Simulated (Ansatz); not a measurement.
## AlNi2: how the half-step-shifted k-point mesh moves the results

Level of theory: Ansatz 0.2.0, DFT r2SCAN, scalar-relativistic, plane waves, PAW.

```yaml
crystal:
  lattice:
    - [3.97400, 0.00000, 0.00000]
    - [-1.98700, 3.44159, 0.00000]
    - [0.00000, 0.00000, 4.90426]
  atoms:
    - { symbol: Al, position: [0.33333, 0.66667, 0.18987] }
    - { symbol: Al, position: [0.66667, 0.33333, 0.81013] }
    - { symbol: Ni, position: [0.33333, 0.66667, 0.68511] }
    - { symbol: Ni, position: [0.66667, 0.33333, 0.31489] }
    - { symbol: Ni, position: [0.00000, 0.00000, 0.50000] }
    - { symbol: Ni, position: [0.00000, 0.00000, 0.00000] }
```

| Quantity | Value |
| --- | --- |
| plane-wave cutoff | 500 eV |
| occupation rule | Gaussian smearing, 0.1 eV |
| spin treatment | unpolarised |

The atoms stay fixed while the half-step-shifted k-point mesh is varied. ΔE is the energy extrapolated to zero smearing, less that of the reference run (12×12×8 Γ-centred mesh, Gaussian smearing 0.1 eV). The cell isn't necessarily relaxed at this level. Pressure is positive in compression. The shift lowers the symmetry that the mesh keeps.

| shifted mesh | ΔE (meV/atom) | P (GPa) | largest change of a force component (eV/Å) | irreducible points |
| --- | --- | --- | --- | --- |
| 6×6×4 | -1.29 | 0.60 | 0.038 | 42 |
| 6×6×6 | -0.50 | 0.65 | 0.028 | 63 |
| 12×12×6 | 0.59 | 0.66 | 0.009 | 234 |

Cost: 3 runs of about 2.1 core-minutes in all, on Intel Xeon Platinum 8488C (Sapphire Rapids) (shared hosts).